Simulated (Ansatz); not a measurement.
**Convergence notes, G0W0 on MgSe (Fm-3m)**

MgSe (started from an entry of an open crystallographic database), relaxed with r2SCAN; one-shot G0W0 in Ansatz without spin-orbit coupling. Spin-unpolarised throughout; all numbers are computed.

```cif
data_structure
_symmetry_space_group_name_H-M 'Fm-3m'
_symmetry_Int_Tables_number 225
_cell_length_a 5.4726
_cell_length_b 5.4726
_cell_length_c 5.4726
_cell_angle_alpha 90.000
_cell_angle_beta 90.000
_cell_angle_gamma 90.000
_cell_volume 163.90
loop_
_atom_site_label
_atom_site_type_symbol
_atom_site_symmetry_multiplicity
_atom_site_Wyckoff_symbol
_atom_site_fract_x
_atom_site_fract_y
_atom_site_fract_z
_atom_site_occupancy
Mg1 Mg 4 a 0.00000 0.00000 0.00000 1
Se1 Se 4 b 0.50000 0.00000 0.00000 1
```

Gaps are read over the mesh points alone. G0W0 here is at a finite number of bands, screening cutoff and k mesh, not at the basis limit.

| start | potentials | frequency model | mesh | empty bands | screening cutoff (eV) | Kohn-Sham gap (eV) | G0W0 gap (eV) | rough cost |
| --- | --- | --- | --- | --- | --- | --- | --- | --- |
| PBE | PAW | contour deformation | 4×4×4 | 66 | 80 | 1.77 | 2.74 | 4 core-seconds |
| PBE | PAW | contour deformation | 4×4×4 | 154 | 140 | 1.77 | 2.91 | 11 core-seconds |
| PBE | PAW | contour deformation | 4×4×4 | 283 | 210 | 1.77 | 3.00 | 40 core-seconds |
| HSE06 | PAW | contour deformation | 4×4×4 | 154 | 140 | 2.65 | 3.32 | 40 core-seconds |
| LDA | PAW | contour deformation | 4×4×4 | 154 | 140 | 1.60 | 2.80 | 11 core-seconds |
| r2SCAN | PAW | contour deformation | 4×4×4 | 154 | 140 | 2.45 | 3.23 | 14 core-seconds |
| PBE | PAW | Godby-Needs pole | 4×4×4 | 154 | 140 | 1.77 | 2.88 | 12 core-seconds |
| PBE | PAW | contour deformation | 6×6×6 | 66 | 80 | 1.80 | 2.80 | 22 core-seconds |
| PBE | norm-conserving | contour deformation | 4×4×4 | 154 | 140 | 1.77 | 2.86 | 28 core-seconds |

The quasiparticle gap on this mesh is 3.00 eV (Γ to X), against 1.77 eV from PBE: +1.23 eV. Renormalisation factors Z lie between 0.76 and 0.80.

Raising bands and cutoff together moves the gap by +0.17 eV (80 to 140 eV), then +0.09 eV (140 to 210 eV); the last step is still large, so the basis limit isn't reached. Starting from HSE06 (2.65 eV against PBE's 1.77 eV) gives 3.32 eV, +0.41 eV from G0W0@PBE at the same screening cutoff. Starting from LDA (1.60 eV against PBE's 1.77 eV) gives 2.80 eV, -0.11 eV from G0W0@PBE at the same screening cutoff. Starting from r2SCAN (2.45 eV against PBE's 1.77 eV) gives 3.23 eV, +0.32 eV from G0W0@PBE at the same screening cutoff. The Godby-Needs plasmon pole differs from contour deformation by -0.03 eV. A 6×6×6 mesh in place of 4×4×4 changes the opening over PBE by +0.03 eV (the gap on the mesh by +0.06 eV, the PBE gap by +0.03 eV). Norm-conserving potentials (wave cutoff 1170 eV against 420 eV) shift the quasiparticle gap by -0.05 eV and the PBE gap by 0.00 eV. r2SCAN runs take a wave cutoff of 500 eV.
